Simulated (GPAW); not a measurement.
Crystal: AlN.

```
Al N
1.0
     3.11300    0.00000    0.00000
    -1.55650    2.69594    0.00000
     0.00000    0.00000    4.98100
Al N
2 2
Direct
  0.66667 0.33333 0.50000
  0.33333 0.66667 0.00000
  0.66667 0.33333 0.88000
  0.33333 0.66667 0.38000
```

Base run:

```yaml
Program: GPAW 26.7.0
Functional: PW91
Potentials_or_basis: PAW data sets generated in the run's folder for this functional
Cutoff: 800 eV
Basis: pw
k_mesh: 7 × 7 × 4
Occupations: fermi-dirac, width 0.05 eV
Spin: no spin polarisation
```

Its results: band gap on the k mesh 4.27 eV, direct; pressure 3.8 GPa; largest force 0.130 eV/Å.

Problem. After a change of settings the same cell gave: band gap on the k mesh 4.16 eV, direct; pressure 0.9 GPa; largest force 0.131 eV/Å. Which change was it?
A. functional from PW91 to LDA; band points from 80 to 60
B. functional from PW91 to WC
C. functional from PW91 to TASK; potentials or basis from PAW data sets generated in the run's folder for this functional to GPAW PAW data sets (gpaw-data 1.2.1)
D. functional from PW91 to BLYP

Solution. B.

WC binds more tightly than PW91, so the same cell stands under less pressure.

Runs at the PBE level aren't shown here.
